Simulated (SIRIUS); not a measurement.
Set up this calculation in SIRIUS 7.12.0, as the native input.

```
Task                                        : single point
Functional                                  : PBEsol
Potentials or basis                         : all-electron FP-LAPW
Cutoff                                      : 381 eV
Basis                                       : apw+lo standard
k mesh                                      : 7 × 7 × 7
Occupations                                 : fermi-dirac, width 0.05 eV
Spin                                        : no spin polarisation
Muffin tin radii                            : K 2.05, O 1.36, Ta 2.26 bohr
Basis cutoff (gk_cutoff)                    : 5.29 1/bohr
Cutoff of density and potential (pw_cutoff) : 28 1/bohr
lmax of the basis                           : 13
lmax of density and potential               : 8
Valence relativity                          : iora
Core states                                 : K 1s2s2p, O 1s, Ta 1s2s2p3s3p3d4s4p4d
Local orbitals (radial functions)           : K 11, O 10, Ta 17
Reference energy of the basis               : 0.21 Ha
Smallest sphere radius times basis cutoff   : 7.19
Start of the SCF                            : LDA density
```

KTaO3:

```
Ta K O
1.0
     3.98830    0.00000    0.00000
     0.00000    3.98830    0.00000
     0.00000    0.00000    3.98830
Ta K O
1 1 3
Direct
  0.00000 0.00000 0.00000
  0.50000 0.50000 0.50000
  0.00000 0.00000 0.50000
  0.00000 0.50000 0.00000
  0.50000 0.00000 0.00000
```

The input as run:

sirius.json

```json
{
  "control": {
    "processing_unit": "cpu",
    "std_evp_solver_name": "lapack",
    "gen_evp_solver_name": "lapack",
    "verbosity": 2,
    "print_forces": true,
    "ortho_rf": true,
    "use_second_variation": true,
    "rmt_max": 3.0,
    "num_bands_to_print": 24,
    "save_wf": true
  },
  "parameters": {
    "electronic_structure_method": "full_potential_lapwlo",
    "xc_functionals": ["XC_GGA_X_PBE_SOL", "XC_GGA_C_PBE_SOL"],
    "core_relativity": "dirac",
    "valence_relativity": "iora",
    "num_fv_states": 39,
    "smearing": "fermi_dirac",
    "smearing_width": 0.0018374661,
    "pw_cutoff": 28,
    "gk_cutoff": 5.29,
    "lmax_apw": 13,
    "lmax_rho": 8,
    "lmax_pot": 8,
    "num_mag_dims": 0,
    "auto_rmt": 0,
    "ngridk": [7, 7, 7],
    "shiftk": [0, 0, 0],
    "num_dft_iter": 80,
    "energy_tol": 1e-07,
    "density_tol": 1e-05,
    "use_symmetry": true
  },
  "settings": {"tol_ne": 1e-10},
  "iterative_solver": {"type": "exact"},
  "mixer": {"type": "anderson", "beta": 0.5, "max_history": 8},
  "unit_cell": {
    "lattice_vectors": [[7.5367947028, 0.0, 0.0], [0.0, 7.5367947028, 0.0], [0.0, 0.0, 7.5367947028]],
    "atom_types": ["K", "O", "Ta"],
    "atom_files": {"K": "K.json", "O": "O.json", "Ta": "Ta.json"},
    "atoms": {"K": [[0.5, 0.5, 0.5]], "O": [[0.0, 0.0, 0.5], [0.0, 0.5, 0.0], [0.5, 0.0, 0.0]], "Ta": [[0.0, 0.0, 0.0]]}
  }
}
```

K.json

```json
{
  "name": "potassium",
  "symbol": "K",
  "number": 19,
  "mass": 39.0983,
  "rmin": 1e-06,
  "rmt": 2.05,
  "nrmt": 800,
  "rinf": 22.7,
  "core": "1s2s2p",
  "valence": [
    {"basis": [{"enu": 0.01, "dme": 0, "n": 0, "auto": 0}, {"enu": 0.01, "dme": 1, "n": 0, "auto": 0}]},
    {"l": 0, "n": 1, "basis": [{"enu": 0.11, "dme": 0, "n": 0, "auto": 0}]},
    {"l": 1, "n": 2, "basis": [{"enu": -0.1417, "dme": 0, "n": 0, "auto": 0}]},
    {"l": 2, "n": 3, "basis": [{"enu": 0.11, "dme": 0, "n": 0, "auto": 0}]},
    {"l": 3, "n": 4, "basis": [{"enu": 0.11, "dme": 0, "n": 0, "auto": 0}]}
  ],
  "lo": [
    {"l": 0, "basis": [{"enu": 0.11, "dme": 0, "n": 0, "auto": 0}, {"enu": 0.11, "dme": 1, "n": 0, "auto": 0}]},
    {
      "l": 0,
      "basis": [{"enu": -1.0926, "dme": 0, "n": 3, "auto": 1}, {"enu": -1.0926, "dme": 1, "n": 3, "auto": 1}]
    },
    {
      "l": 0,
      "basis": [{"enu": -1.0926, "dme": 1, "n": 3, "auto": 1}, {"enu": 0.11, "dme": 0, "n": 0, "auto": 0}]
    },
    {"l": 0, "basis": [{"enu": 0.11, "dme": 0, "n": 0, "auto": 0}, {"enu": 3.9173, "dme": 0, "n": 0, "auto": 0}]},
    {
      "l": 1,
      "basis": [{"enu": -0.1417, "dme": 0, "n": 0, "auto": 0}, {"enu": -0.1417, "dme": 1, "n": 0, "auto": 0}]
    },
    {
      "l": 1,
      "basis": [{"enu": -0.1417, "dme": 1, "n": 0, "auto": 0}, {"enu": -0.1417, "dme": 2, "n": 0, "auto": 0}]
    },
    {
      "l": 1,
      "basis": [{"enu": -0.1417, "dme": 0, "n": 0, "auto": 0}, {"enu": 3.1421, "dme": 0, "n": 0, "auto": 0}]
    },
    {"l": 2, "basis": [{"enu": 0.11, "dme": 0, "n": 0, "auto": 0}, {"enu": 0.11, "dme": 1, "n": 0, "auto": 0}]},
    {"l": 2, "basis": [{"enu": 0.11, "dme": 1, "n": 0, "auto": 0}, {"enu": 0.11, "dme": 2, "n": 0, "auto": 0}]},
    {"l": 2, "basis": [{"enu": 0.11, "dme": 0, "n": 0, "auto": 0}, {"enu": 3.8221, "dme": 0, "n": 0, "auto": 0}]},
    {"l": 3, "basis": [{"enu": 0.11, "dme": 0, "n": 0, "auto": 0}, {"enu": 0.11, "dme": 1, "n": 0, "auto": 0}]}
  ],
  "free_atom": [... radial grid and density of the free atom, the start of the SCF ...]
}
```

O.json

```json
{
  "name": "oxygen",
  "symbol": "O",
  "number": 8,
  "mass": 15.9994,
  "rmin": 1e-06,
  "rmt": 1.36,
  "nrmt": 800,
  "rinf": 11.55,
  "core": "1s",
  "valence": [
    {"basis": [{"enu": 0.01, "dme": 0, "n": 0, "auto": 0}, {"enu": 0.01, "dme": 1, "n": 0, "auto": 0}]},
    {"l": 0, "n": 1, "basis": [{"enu": -0.1072, "dme": 0, "n": 0, "auto": 0}]},
    {"l": 1, "n": 2, "basis": [{"enu": 0.11, "dme": 0, "n": 0, "auto": 0}]},
    {"l": 2, "n": 3, "basis": [{"enu": 0.11, "dme": 0, "n": 0, "auto": 0}]},
    {"l": 3, "n": 4, "basis": [{"enu": 0.11, "dme": 0, "n": 0, "auto": 0}]}
  ],
  "lo": [
    {
      "l": 0,
      "basis": [{"enu": -0.1072, "dme": 0, "n": 0, "auto": 0}, {"enu": -0.1072, "dme": 1, "n": 0, "auto": 0}]
    },
    {
      "l": 0,
      "basis": [{"enu": -0.1072, "dme": 1, "n": 0, "auto": 0}, {"enu": -0.1072, "dme": 2, "n": 0, "auto": 0}]
    },
    {
      "l": 0,
      "basis": [{"enu": -0.1072, "dme": 0, "n": 0, "auto": 0}, {"enu": 6.3807, "dme": 0, "n": 0, "auto": 0}]
    },
    {"l": 1, "basis": [{"enu": 0.11, "dme": 0, "n": 0, "auto": 0}, {"enu": 0.11, "dme": 1, "n": 0, "auto": 0}]},
    {"l": 1, "basis": [{"enu": 0.11, "dme": 1, "n": 0, "auto": 0}, {"enu": 0.11, "dme": 2, "n": 0, "auto": 0}]},
    {"l": 1, "basis": [{"enu": 0.11, "dme": 0, "n": 0, "auto": 0}, {"enu": 7.5711, "dme": 0, "n": 0, "auto": 0}]},
    {"l": 2, "basis": [{"enu": 0.11, "dme": 0, "n": 0, "auto": 0}, {"enu": 0.11, "dme": 1, "n": 0, "auto": 0}]},
    {"l": 2, "basis": [{"enu": 0.11, "dme": 1, "n": 0, "auto": 0}, {"enu": 0.11, "dme": 2, "n": 0, "auto": 0}]},
    {"l": 2, "basis": [{"enu": 0.11, "dme": 0, "n": 0, "auto": 0}, {"enu": 8.5443, "dme": 0, "n": 0, "auto": 0}]},
    {"l": 3, "basis": [{"enu": 0.11, "dme": 0, "n": 0, "auto": 0}, {"enu": 0.11, "dme": 1, "n": 0, "auto": 0}]}
  ],
  "free_atom": [... radial grid and density of the free atom, the start of the SCF ...]
}
```

Ta.json

```json
{
  "name": "tantalum",
  "symbol": "Ta",
  "number": 73,
  "mass": 180.94788,
  "rmin": 1e-06,
  "rmt": 2.26,
  "nrmt": 800,
  "rinf": 15.8,
  "core": "1s2s2p3s3p3d4s4p4d",
  "valence": [
    {"basis": [{"enu": 0.01, "dme": 0, "n": 0, "auto": 0}, {"enu": 0.01, "dme": 1, "n": 0, "auto": 0}]},
    {"l": 0, "n": 1, "basis": [{"enu": 0.11, "dme": 0, "n": 0, "auto": 0}]},
    {"l": 1, "n": 2, "basis": [{"enu": 0.11, "dme": 0, "n": 0, "auto": 0}]},
    {"l": 2, "n": 3, "basis": [{"enu": 0.11, "dme": 0, "n": 0, "auto": 0}]},
    {"l": 3, "n": 4, "basis": [{"enu": 0.11, "dme": 0, "n": 0, "auto": 0}]},
    {"l": 4, "n": 5, "basis": [{"enu": 0.11, "dme": 0, "n": 0, "auto": 0}]}
  ],
  "lo": [
    {"l": 0, "basis": [{"enu": 0.11, "dme": 0, "n": 0, "auto": 0}, {"enu": 0.11, "dme": 1, "n": 0, "auto": 0}]},
    {
      "l": 0,
      "basis": [{"enu": -2.4272, "dme": 0, "n": 5, "auto": 1}, {"enu": -2.4272, "dme": 1, "n": 5, "auto": 1}]
    },
    {
      "l": 0,
      "basis": [{"enu": -2.4272, "dme": 1, "n": 5, "auto": 1}, {"enu": 0.11, "dme": 0, "n": 0, "auto": 0}]
    },
    {"l": 0, "basis": [{"enu": 0.11, "dme": 0, "n": 0, "auto": 0}, {"enu": 3.2426, "dme": 0, "n": 0, "auto": 0}]},
    {"l": 1, "basis": [{"enu": 0.11, "dme": 0, "n": 0, "auto": 0}, {"enu": 0.11, "dme": 1, "n": 0, "auto": 0}]},
    {
      "l": 1,
      "basis": [{"enu": -1.2003, "dme": 0, "n": 5, "auto": 1}, {"enu": -1.2003, "dme": 1, "n": 5, "auto": 1}]
    },
    {
      "l": 1,
      "basis": [{"enu": -1.2003, "dme": 1, "n": 5, "auto": 1}, {"enu": 0.11, "dme": 0, "n": 0, "auto": 0}]
    },
    {"l": 1, "basis": [{"enu": 0.11, "dme": 0, "n": 0, "auto": 0}, {"enu": 3.7125, "dme": 0, "n": 0, "auto": 0}]},
    {"l": 2, "basis": [{"enu": 0.11, "dme": 0, "n": 0, "auto": 0}, {"enu": 0.11, "dme": 1, "n": 0, "auto": 0}]},
    {"l": 2, "basis": [{"enu": 0.11, "dme": 1, "n": 0, "auto": 0}, {"enu": 0.11, "dme": 2, "n": 0, "auto": 0}]},
    {"l": 2, "basis": [{"enu": 0.11, "dme": 0, "n": 0, "auto": 0}, {"enu": 3.1643, "dme": 0, "n": 0, "auto": 0}]},
    {"l": 3, "basis": [{"enu": 0.11, "dme": 0, "n": 0, "auto": 0}, {"enu": 0.11, "dme": 1, "n": 0, "auto": 0}]},
    {
      "l": 3,
      "basis": [{"enu": -0.6747, "dme": 0, "n": 4, "auto": 1}, {"enu": -0.6747, "dme": 1, "n": 4, "auto": 1}]
    },
    {
      "l": 3,
      "basis": [{"enu": -0.6747, "dme": 1, "n": 4, "auto": 1}, {"enu": 0.11, "dme": 0, "n": 0, "auto": 0}]
    },
    {"l": 3, "basis": [{"enu": 0.11, "dme": 0, "n": 0, "auto": 0}, {"enu": 4.6523, "dme": 0, "n": 0, "auto": 0}]},
    {"l": 4, "basis": [{"enu": 0.11, "dme": 0, "n": 0, "auto": 0}, {"enu": 0.11, "dme": 1, "n": 0, "auto": 0}]},
    {"l": 4, "basis": [{"enu": 0.11, "dme": 0, "n": 0, "auto": 0}, {"enu": 3.8691, "dme": 0, "n": 0, "auto": 0}]}
  ],
  "free_atom": [... radial grid and density of the free atom, the start of the SCF ...]
}
```

sirius_start.json

```json
{
  "control": {
    "processing_unit": "cpu",
    "std_evp_solver_name": "lapack",
    "gen_evp_solver_name": "lapack",
    "verbosity": 1,
    "print_forces": false,
    "ortho_rf": true,
    "use_second_variation": true,
    "rmt_max": 3.0,
    "num_bands_to_print": 24,
    "save_wf": false
  },
  "parameters": {
    "electronic_structure_method": "full_potential_lapwlo",
    "xc_functionals": ["XC_LDA_X", "XC_LDA_C_PW"],
    "core_relativity": "dirac",
    "valence_relativity": "iora",
    "num_fv_states": 39,
    "smearing": "fermi_dirac",
    "smearing_width": 0.0055123983,
    "pw_cutoff": 28,
    "gk_cutoff": 4.24,
    "lmax_apw": 13,
    "lmax_rho": 8,
    "lmax_pot": 8,
    "num_mag_dims": 0,
    "auto_rmt": 0,
    "ngridk": [3, 3, 3],
    "shiftk": [0, 0, 0],
    "num_dft_iter": 30,
    "energy_tol": 0.01,
    "density_tol": 0.05,
    "use_symmetry": true
  },
  "settings": {"tol_ne": 1e-10},
  "iterative_solver": {"type": "exact"},
  "mixer": {"type": "anderson", "beta": 0.5, "max_history": 8},
  "unit_cell": {
    "lattice_vectors": [[7.5367947028, 0.0, 0.0], [0.0, 7.5367947028, 0.0], [0.0, 0.0, 7.5367947028]],
    "atom_types": ["K", "O", "Ta"],
    "atom_files": {"K": "K.json", "O": "O.json", "Ta": "Ta.json"},
    "atoms": {"K": [[0.5, 0.5, 0.5]], "O": [[0.0, 0.0, 0.5], [0.0, 0.5, 0.0], [0.5, 0.0, 0.0]], "Ta": [[0.0, 0.0, 0.0]]}
  }
}
```

Potentials or basis: all-electron FP-LAPW, apw+lo standard.

Launch:

```sh
$ OMP_NUM_THREADS=1 sirius.scf --input=sirius_start.json --output=start.json
$ OMP_NUM_THREADS=1 sirius.scf --input=sirius.json --output=output.json --task=1
```

It gave:

The band gap on the k mesh is 2.20 eV, indirect (least direct gap 2.75 eV) and the all electrons inside the program's atomic spheres are Ta 69.99; K 17.07; O 6.37 (radii K 2.05, O 1.36, Ta 2.26 bohr).

Caveat: spin-orbit coupling is left out, which moves the levels of the heavy elements; an odd mesh through Γ misses points on the zone boundary, where band edges often lie.

It took 15 min on 1 thread of Arm Neoverse V1 (shared host), peak memory 1.5 GiB.
